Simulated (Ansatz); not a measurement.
# How the conductance of Mg/AlN/Zr changes with thickness, part 6 of 7

Wanted: T(E), the conductance and its decay constant for Mg/AlN/Zr. The lower electrode is Mg hcp(0001), the upper one Zr hcp(0001); the barrier is AlN zinc blende(111) (whole bilayers). In the first transport cell, after relaxation, the nearest pair of electrode and barrier is Mg–N at 2.05 Å, along the normal, at the lower face and Zr–Al at 3.29 Å, at a slant, at the upper one. All share a net of side 3.19 Å, which strains the lower electrode by +0.0 %, the upper one by -1.2 % and the barrier by +2.5 %, against typed lattice constants near PBE's. The first steps treat the bulk electrodes alone.

Ansatz 0.2.0; PBE DFT, plane waves, PAW files (the session's first sound run).

So far, transmission at the Fermi level (a spin, zone mean): step 5 (T(E) of the junction) 0.00589; step 7 (conductance, 28 atoms) 0.00608; step 8 (conductance, atomic planes in the barrier 8, gap between the electrodes 12.95 Å) 0.00134; step 9 (conductance on a fine mesh, atomic planes in the barrier 12, gap between the …) 7.2e-5; step 10 (conductance, atomic planes in the barrier 14, gap between the electrodes 20.5 Å) 1.8e-5.

## Step 12: Conductance on a fine mesh, atomic planes in the barrier 18, gap between the electrodes 25.54 Å

Level of this step: PBE DFT, plane waves, PAW files; ballistic transmission by layer matching between semi-infinite leads (Ansatz).

System of this step: Mg/AlN/Zr. The cell holds 40 atoms: 11 Mg, 9 N, 9 Al and 11 Zr. Its edges and angles: a = 3.190 Å, b = 3.190 Å, c = 91.362 Å, α = 90.0°, β = 90.0°, γ = 120.0°. Regions: left electrode, 11 atoms (11 Mg); barrier, 18 atoms (9 N and 9 Al); right electrode, 11 atoms (11 Zr). Vacuum lies along c.

Barrier layers are added or taken out in the middle, and the relaxed faces stay.

Contents of input.yaml:

```yaml
crystal:
  lattice:
    - [3.19, 0.0, 0.0]
    - [-1.595, 2.7626210381, 0.0]
    - [0.0, 0.0, 91.3622798227]
  atoms:
    - { symbol: Mg, position: [0.0, 0.0, 0.076618053] }
    - { symbol: Mg, position: [0.33333333, 0.66666667, 0.1049094932] }
    - { symbol: Mg, position: [0.0, 0.0, 0.1332009333] }
    - { symbol: Mg, position: [0.33333333, 0.66666667, 0.1614923734] }
    - { symbol: Mg, position: [0.0, 0.0, 0.1897838135] }
    - { symbol: Mg, position: [0.33333333, 0.66666667, 0.2180752537] }
    - { symbol: Mg, position: [0.0, 0.0, 0.2463666938] }
    - { symbol: Mg, position: [0.33333333, 0.66666667, 0.2746581339] }
    - { symbol: Mg, position: [0.0, 0.0, 0.302949574] }
    - { symbol: Mg, position: [0.33333333, 0.66666667, 0.3312410142] }
    - { symbol: Mg, position: [0.0, 0.0, 0.3583288398] }
    - { symbol: "N", position: [0.0, 0.0, 0.3807221273] }
    - { symbol: Al, position: [0.33333333, 0.66666667, 0.3869024443] }
    - { symbol: "N", position: [0.33333333, 0.66666667, 0.408089387] }
    - { symbol: Al, position: [0.66666667, 0.33333333, 0.4144751388] }
    - { symbol: "N", position: [0.66666667, 0.33333333, 0.4356457256] }
    - { symbol: Al, position: [0.0, 0.0, 0.4420314774] }
    - { symbol: "N", position: [0.0, 0.0, 0.4632020642] }
    - { symbol: Al, position: [0.33333333, 0.66666667, 0.469587816] }
    - { symbol: "N", position: [0.33333333, 0.66666667, 0.4907584028] }
    - { symbol: Al, position: [0.66666667, 0.33333333, 0.4971441546] }
    - { symbol: "N", position: [0.66666667, 0.33333333, 0.5183147414] }
    - { symbol: Al, position: [0.0, 0.0, 0.5247004932] }
    - { symbol: "N", position: [0.0, 0.0, 0.54587108] }
    - { symbol: Al, position: [0.33333333, 0.66666667, 0.5522568318] }
    - { symbol: "N", position: [0.33333333, 0.66666667, 0.5734274186] }
    - { symbol: Al, position: [0.66666667, 0.33333333, 0.5798131704] }
    - { symbol: "N", position: [0.66666667, 0.33333333, 0.6009837572] }
    - { symbol: Al, position: [0.0, 0.0, 0.6079593366] }
    - { symbol: Zr, position: [0.33333333, 0.66666667, 0.6378270976] }
    - { symbol: Zr, position: [0.0, 0.0, 0.6656678815] }
    - { symbol: Zr, position: [0.33333333, 0.66666667, 0.6943027777] }
    - { symbol: Zr, position: [0.0, 0.0, 0.7229376738] }
    - { symbol: Zr, position: [0.33333333, 0.66666667, 0.75157257] }
    - { symbol: Zr, position: [0.0, 0.0, 0.7802074662] }
    - { symbol: Zr, position: [0.33333333, 0.66666667, 0.8088423623] }
    - { symbol: Zr, position: [0.0, 0.0, 0.8374772585] }
    - { symbol: Zr, position: [0.33333333, 0.66666667, 0.8661121546] }
    - { symbol: Zr, position: [0.0, 0.0, 0.8947470508] }
    - { symbol: Zr, position: [0.33333333, 0.66666667, 0.923381947] }
kpoints:
  mp_grid: { grid: [12, 12, 1] }
scf:
  occupations: { method: fermi_dirac, width: 0.1 }
  max_iter: 150
hamiltonian:
  xc: pbe
output:
  transmission:
    kmesh: [30, 30]
    e_range: [-0.26, 0.27]
    de: 0.0375
    leads: [[4, 6], [34, 36]]
```

Run with:

```bash
> ansatz run input.yaml --threads 4 --pin off --max-ram 12288MiB --backend cpu --events-out ev --progress --plain --runs-dir out
```

Numbers of over 12 decimals in the logs are rounded to 6 here.

The program printed:

```text
[...]
Crystal: 40 atoms, lattice volume = 805.154 Å³
Basis set: ecut = 420 eV, 15929 PW (Γ)
Bands: 197, of which v1, the nominal top of the filled ones, is band 157 counted from 1 (156 counted from 0)
Symmetry: 6 space group operations
[...]
k-points: 19 of 144 (time reversal used)
[...]
channels       : 8.877778e-1 a spin
[...]
slowest decay  : 0.0152 /Å at (0.3000, 0.0000)
[...]
filled         : 38.1 meV under the level at which it is neutral
    channels       : 6.688889e-1 a spin
[...]
slowest decay  : 0.0260 /Å at (0.2000, 0.2000)
  junction   : crystal 0 to crystal 1, 19.33 to 69.28 Å
    transmission   : 1.237342e-6 a spin
[...]
resistance     : 9.3551e2 Ω µm² beyond half of each lead's own
[key lines of the parts left out:]
SCF converged after 12 iterations
Free energy (F): -75499.304701 eV
Fermi energy:    7.707851 eV
```

It took 10 min on 4 threads of Arm Neoverse V1, shared host; peak memory 4.3 GiB; 29 min of CPU time.

One spin. Table of transmission, zone mean by energy, zero at the Fermi level:

```csv
energy (eV),"transmission, zone mean"
-0.260,8.8e-7
-0.223,8.0e-7
-0.185,8.6e-7
-0.147,1.0e-6
-0.110,1.0e-6
-0.072,1.1e-6
-0.035,1.3e-6
0.003,1.2e-6
0.040,1.2e-6
0.077,1.1e-6
0.115,1.0e-6
0.152,9.7e-7
0.190,9.0e-7
0.228,8.4e-7
0.265,7.9e-7
```

G = 1.1e9 S/m² (1/G = 936 Ω µm²), 0.26 times the step before of this kind. Apart from band edges and resonances, the largest error estimate is 15 %, from the mesh across the current. For edges and narrow resonances that could lie between the energies solved the program puts 1736 %, while dropping every other energy moves G by 0.7 %. In the worse lead the potential repeats within 25.3 meV, which the program flags as too much for a lead, so G carries that doubt.

## Step 13: Side by side

Times are for 4 threads of Arm Neoverse V1, shared host. The runs compared:

```csv
no.,gap between the electrodes (Å),junction conductance (S/m²),resistance-area product beyond the leads (Ω um²),time,memory (GiB)
1,7.91,2.39e13,0.04042,6 min,2.9
2,10.43,5.32e12,0.1864,7.3 min,3.1
3,12.95,1.18e12,0.8471,8.2 min,3.3
4,17.98,6.35e10,15.76,8.2 min,3.7
5,20.5,1.58e10,63.42,8.8 min,3.9
6,23.02,4.05e9,247.1,9.4 min,4.1
7,25.54,1.07e9,935.5,10 min,4.3
```

The runs together. The transmission, zone mean by energy, zero at the Fermi level:

```csv
energy (eV),7.91,10.43,12.95,20.5,23.02,25.54
-0.260,0.0487,0.0111,0.00219,1.8e-5,4.0e-6,8.8e-7
-0.223,0.0442,0.00985,0.00194,1.7e-5,3.6e-6,8.0e-7
-0.185,0.0406,0.00900,0.00181,1.7e-5,3.7e-6,8.6e-7
-0.147,0.0363,0.00823,0.00172,1.8e-5,4.2e-6,1.0e-6
-0.110,0.0331,0.00749,0.00157,1.7e-5,4.1e-6,1.0e-6
-0.072,0.0310,0.00680,0.00145,1.6e-5,3.9e-6,1.1e-6
-0.035,0.0287,0.00654,0.00144,1.9e-5,4.8e-6,1.3e-6
0.003,0.0282,0.00608,0.00134,1.8e-5,4.7e-6,1.2e-6
0.040,0.0236,0.00539,0.00121,1.7e-5,4.4e-6,1.2e-6
0.077,0.0223,0.00504,0.00113,1.6e-5,4.2e-6,1.1e-6
0.115,0.0202,0.00460,0.00103,1.5e-5,3.9e-6,1.0e-6
0.152,0.0200,0.00445,9.7e-4,1.4e-5,3.6e-6,9.7e-7
0.190,0.0211,0.00446,9.2e-4,1.3e-5,3.4e-6,9.0e-7
0.228,0.0256,0.00434,8.5e-4,1.2e-5,3.1e-6,8.4e-7
0.265,0.0232,0.00413,8.4e-4,1.1e-5,3.0e-6,7.9e-7
```

## Step 14: Fit against thickness

This step: Fit of the logarithm of the conductance against the barrier's thickness, from PBE DFT, plane waves, PAW files (Ansatz 0.2.0).

No new run: the logarithm is fitted against the thickness.

This step gave:

```yaml
decay_constant_of_the_conductance: 0.57 Å⁻¹
r_m_s_misfit_of_ln_g: 0.07
```

From the end points alone, β = ln(2.39e+13 / 1.07e+09) / 17.63 Å = 10.01 / 17.63 Å = 0.57 Å⁻¹.

## Step 15: A repeat with changed settings, 28 atoms: accuracy = "medium"

This step: PBE DFT, plane waves, PAW files; ballistic transmission by layer matching between semi-infinite leads; changed: accuracy = "medium" (Ansatz 0.2.0).

System of this step: Mg/AlN/Zr. The cell holds 28 atoms: 11 Mg, 3 N, 3 Al and 11 Zr. Its edges and angles: a = 3.190 Å, b = 3.190 Å, c = 76.257 Å, α = 90.0°, β = 90.0°, γ = 120.0°. Regions: left electrode, 11 atoms (11 Mg); barrier, 6 atoms (3 N and 3 Al); right electrode, 11 atoms (11 Zr). Vacuum lies along c.

It is meant to test how the run responds. Where the input is shown as a difference, that is against the step before, not the twin.

Contents of input.yaml:

```yaml
crystal:
  lattice:
    - [3.19, 0.0, 0.0]
    - [-1.595, 2.7626210381, 0.0]
    - [0.0, 0.0, 76.2566203128]
  atoms:
    - { symbol: Mg, position: [0.0, 0.0, 0.0917953087] }
    - { symbol: Mg, position: [0.33333333, 0.66666667, 0.1256909948] }
    - { symbol: Mg, position: [0.0, 0.0, 0.159586681] }
    - { symbol: Mg, position: [0.33333333, 0.66666667, 0.1934823671] }
    - { symbol: Mg, position: [0.0, 0.0, 0.2273780533] }
    - { symbol: Mg, position: [0.33333333, 0.66666667, 0.2612737394] }
    - { symbol: Mg, position: [0.0, 0.0, 0.2951694256] }
    - { symbol: Mg, position: [0.33333333, 0.66666667, 0.3290651118] }
    - { symbol: Mg, position: [0.0, 0.0, 0.3629607979] }
    - { symbol: Mg, position: [0.33333333, 0.66666667, 0.3968564841] }
    - { symbol: Mg, position: [0.0, 0.0, 0.429310132] }
    - { symbol: "N", position: [0.0, 0.0, 0.4561393016] }
    - { symbol: Al, position: [0.33333333, 0.66666667, 0.4635438763] }
    - { symbol: "N", position: [0.33333333, 0.66666667, 0.4889277366] }
    - { symbol: Al, position: [0.66666667, 0.33333333, 0.4965784407] }
    - { symbol: "N", position: [0.66666667, 0.33333333, 0.5219427051] }
    - { symbol: Al, position: [0.0, 0.0, 0.5303000757] }
    - { symbol: Zr, position: [0.33333333, 0.66666667, 0.5660843358] }
    - { symbol: Zr, position: [0.0, 0.0, 0.5994400953] }
    - { symbol: Zr, position: [0.33333333, 0.66666667, 0.6337472726] }
    - { symbol: Zr, position: [0.0, 0.0, 0.66805445] }
    - { symbol: Zr, position: [0.33333333, 0.66666667, 0.7023616273] }
    - { symbol: Zr, position: [0.0, 0.0, 0.7366688046] }
    - { symbol: Zr, position: [0.33333333, 0.66666667, 0.770975982] }
    - { symbol: Zr, position: [0.0, 0.0, 0.8052831593] }
    - { symbol: Zr, position: [0.33333333, 0.66666667, 0.8395903367] }
    - { symbol: Zr, position: [0.0, 0.0, 0.873897514] }
    - { symbol: Zr, position: [0.33333333, 0.66666667, 0.9082046913] }
kpoints:
  mp_grid: { grid: [12, 12, 1] }
scf:
  occupations: { method: fermi_dirac, width: 0.1 }
  max_iter: 150
hamiltonian:
  xc: pbe
output:
  transmission:
    kmesh: [12, 12]
    e_range: [-4, 2]
    de: 0.1
    leads: [[4, 6], [22, 24]]
  dos: { projected: true, e_range: [-6, 5], de: 0.05 }
  write_potential: true
  write_density: true
  volumetric_format: npy
accuracy: medium
```

The program printed:

```text
[...]
Crystal: 28 atoms, lattice volume = 672.031 Å³
Basis set: ecut = 420 eV, 13263 PW (Γ)
Bands: 161, of which v1, the nominal top of the filled ones, is band 133 counted from 1 (132 counted from 0)
Symmetry: 6 space group operations
[...]
k-points: 19 of 144 (time reversal used)
[...]
SCF iter   1: F=—  HF=-69954.580121 eV  |F-HF|=—  |Δ(HF+E_count)|=         —  Δρ=6.48e-3  dr2=2.24e2  ethr=1.77e-3  ⟨swp⟩=13.9  Hψ=17013  notcnv=0
[...]
SCF iter   9: F=-69954.287123 eV  HF=-69954.287123 eV  |F-HF|=2.61e-8  |Δ(HF+E_count)|=   7.89e-8  Δρ=1.29e-6  dr2=5.05e-8  ethr=3.76e-11  ⟨swp⟩=14.9  Hψ=9342  notcnv=0
SCF 1 converged in 9 iterations: F = -69954.287123 eV  dr2 = 5.05e-8
[...]
transmission: 128 of 1273 steps passed
transmission: 255 of 1273 steps passed
[...]
transmission: 1273 of 1273 steps passed
[...]
SCF converged after 9 iterations
Free energy (F): -69954.287123 eV
[...]
Internal energy: -69953.644960 eV  (E = F + TS)
E sigma→0 (E₀):  -69953.966042 eV
Entropy (-TS):   -0.642163 eV (-22.934 meV/atom)
Fermi energy:    7.667822 eV
[...]
--- Band table (eV; the first three rows and the last of 19) ---
  k-point 0: bands = [... 129 lower, 7.9583, 8.1306, 8.2117, 8.3568, 8.4180, 8.4978, 8.4978, 8.5009, ... 24 higher]
  k-point 1: bands = [... 129 lower, 7.9777, 8.0373, 8.0689, 8.1115, 8.1293, 8.2004, 8.2580, 8.3093, ... 24 higher]
  k-point 2: bands = [... 129 lower, 7.5288, 7.5837, 7.6222, 7.6634, 7.7735, 7.8663, 7.9527, 8.0469, ... 24 higher]
  k-point 18: bands = [... 129 lower, 7.4083, 7.4394, 7.5993, 7.6756, 7.6792, 7.6932, 7.7054, 7.7243, ... 24 higher]
--- Transmission ---
  basis      : 85 plane waves across, 67 finite elements along
  points     : 19, standing for a mesh of 12 x 12
[...]
channels       : 8.402778e-1 a spin
[...]
slowest decay  : 0.0139 /Å at (0.2500, 0.0833)
[...]
channels       : 5.972222e-1 a spin
[...]
slowest decay  : 0.0328 /Å at (0.1667, 0.1667)
  junction   : crystal 0 to crystal 1, 20.52 to 52.95 Å
    transmission   : 5.886063e-3 a spin
[...]
```

Wall time 3.9 min (4 threads); peak memory 3.6 GiB; 13 min of CPU time.

This step gave:

- free energy: -69954.2871 eV
- Fermi energy: 7.668 eV
- transmission at the Fermi level (a spin, zone mean): 0.005886
- channels of the lower lead: 0.8403
- channels of the upper lead: 0.5972
- potential step in the lower lead: 25.2 meV
- potential step in the upper lead: 30.2 meV

One spin. Table of transmission, zone mean by energy, zero at the Fermi level:

```csv
energy (eV),"transmission, zone mean"
-4.00,0.0927
-3.80,0.116
-3.70,0.145
-3.50,0.203
-3.40,0.191
-3.20,0.188
-3.00,0.153
-2.90,0.163
-2.70,0.0978
-2.50,0.262
-2.40,0.223
-2.20,0.278
-2.10,0.232
-1.90,0.0442
-1.70,0.00994
-1.60,0.00751
-1.40,0.0103
-1.20,0.0321
-1.10,0.0401
-0.90,0.0119
-0.80,0.0105
-0.60,0.0440
-0.40,0.0151
-0.30,0.0101
-0.10,0.00682
0.00,0.00589
0.10,0.00481
0.20,0.00433
0.40,0.00302
0.50,0.00256
0.70,0.00423
0.90,0.00506
1.00,0.00552
1.20,0.00317
1.40,0.00948
1.50,0.0104
1.70,0.0258
1.80,0.0655
2.00,0.0190
```

One spin. The open channels, zone mean by energy, zero at the Fermi level:

```csv
energy (eV),lower lead,upper lead
-4.00,0.590,0.257
-3.80,0.590,0.257
-3.60,0.590,0.257
-3.40,0.632,0.382
-3.20,0.674,0.424
-3.00,0.674,0.542
-2.80,0.757,0.833
-2.60,0.840,0.792
-2.30,0.840,0.958
-2.10,0.882,0.812
-1.90,0.965,0.785
-1.70,1.05,0.576
-1.50,1,0.743
-1.30,1,0.812
-1.10,1.01,0.993
-0.90,1.01,1.52
-0.70,0.715,1.52
-0.50,0.757,1.02
-0.30,0.840,0.562
-0.10,0.965,0.604
0.00,0.840,0.597
0.10,0.840,1.08
0.30,0.896,1.31
0.60,1.23,1.60
0.80,1.35,1.26
1.00,1.35,1.06
1.20,1.23,1.06
1.40,1.27,1.37
1.60,1.26,1.31
1.80,1.30,1.16
2.00,1.34,1.12
```

Transmission over k1 and k2. At 0.0000 eV from the Fermi level.

Values, 12 rows by 12 columns:
```
0.0000 0.0000 0.0000 0.0000 0.0000 0.0000 0.0000 0.0000 0.0025 0.0000 0.0000 0.0025
0.0000 0.0000 0.0000 0.0000 0.0000 0.0000 0.0000 0.0000 0.0000 0.0000 0.0000 0.0000
0.0013 0.0000 0.0000 0.0000 0.0000 0.0000 0.0000 0.0000 0.0000 0.0013 0.0000 0.0000
0.0000 0.0000 0.0000 0.0000 0.0175 0.0259 0.0175 0.0000 0.0000 0.0000 0.0000 0.0025
0.0000 0.0000 0.0000 0.0000 0.0259 0.0832 0.0832 0.0259 0.0000 0.0000 0.0000 0.0000
0.0000 0.0000 0.0000 0.0000 0.0175 0.0832 0.0652 0.0832 0.0175 0.0000 0.0000 0.0000
0.0000 0.0000 0.0000 0.0000 0.0000 0.0259 0.0832 0.0832 0.0259 0.0000 0.0000 0.0000
0.0000 0.0025 0.0000 0.0000 0.0000 0.0000 0.0175 0.0259 0.0175 0.0000 0.0000 0.0000
0.0013 0.0000 0.0000 0.0013 0.0000 0.0000 0.0000 0.0000 0.0000 0.0000 0.0000 0.0000
0.0000 0.0000 0.0000 0.0000 0.0000 0.0000 0.0000 0.0000 0.0000 0.0000 0.0000 0.0000
0.0000 0.0025 0.0000 0.0000 0.0025 0.0000 0.0000 0.0000 0.0000 0.0000 0.0000 0.0000
0.0000 0.0000 0.0000 0.0013 0.0000 0.0000 0.0000 0.0000 0.0000 0.0013 0.0000 0.0000
```
Columns: k1 (b1) from -0.5 to 0.417; rows upwards: k2 (b2) from -0.5 to 0.417.

Open channels of the lower lead over k1 and k2. At 0.0000 eV from the Fermi level.

Ten even steps from '0' (0.00) to '9' (3.00):
```
603333066006
033000330090
330333303300
030333330306
630333333036
603333333330
663033333303
060303333303
300330333303
009003300033
660066033330
660306660306
```
Columns: k1 (b1) from -0.5 to 0.417; rows upwards: k2 (b2) from -0.5 to 0.417.

Open channels of the upper lead over k1 and k2. At 0.0000 eV from the Fermi level.

Ten even steps from '_' (0.00) to '@' (2.00):
```
________________@@@@@@@@
__________________@@__@@
@@________________@@@@@@
________@@@@@@________@@
________@@@@@@@@________
________@@@@@@@@@@______
__________@@@@@@@@______
__@@________@@@@@@______
@@@@@@@@________________
__@@__@@________________
__@@@@@@@@______________
______@@__________@@____
```
Columns: k1 (b1) from -0.5 to 0.417; rows upwards: k2 (b2) from -0.5 to 0.417.

Projected DOS an atom over height of the atomic layer and energy from the Fermi level. Layers: Mg Mg Mg Mg Mg Mg Mg Mg Mg Mg Mg N Al N Al N Al Zr Zr Zr Zr Zr Zr Zr Zr Zr Zr Zr; projections on atoms miss part of the total, and the computed bands can run out at the top of the range; a column is the mean of 2 neighbouring layers, the last of those left over.

Ten even steps from '_' (0.00 states/eV) to '@' (1.78 states/eV), each cell a mean:
```
________________**@@%%##%%##
________________--%%%%%%##**
________________==@@@@@@@@@@
________________**%%%%@@%%@@
______..________--##%%%%%%@@
________________==++----==%%
________________==**########
..______________==##%%%%%%@@
..........______++##********
..........::____::==++++++==
..........++--..--##########
..........**++----##********
..........====--::**++++++==
..........--==--..--====--::
..........--====............
..........::::--............
..........::::--..__________
..........::::::____________
............::::____________
................____________
____......--::..____________
____....__--++++..__________
```
Columns: height of the atomic layer (Å) from 8.29 to 68.0 (not evenly spaced); rows upwards: energy from the Fermi level (eV) from -6 to 1.75.

The energy agrees with the twin's within 2e-6 eV and the result to the printed digits, after as many cycles: the change makes no difference here.

(Continued in part 7 of 7.)

[Logs are printed without paths, hosts, clocks, repeated set-up lines and the standing remarks that a program may print on its own settings, such as how far it seeks lower states.]

[Hosts, paths, dates, database ids (printed as entryN), source tags and the programs' standing remarks are cut or masked in the printed files.]
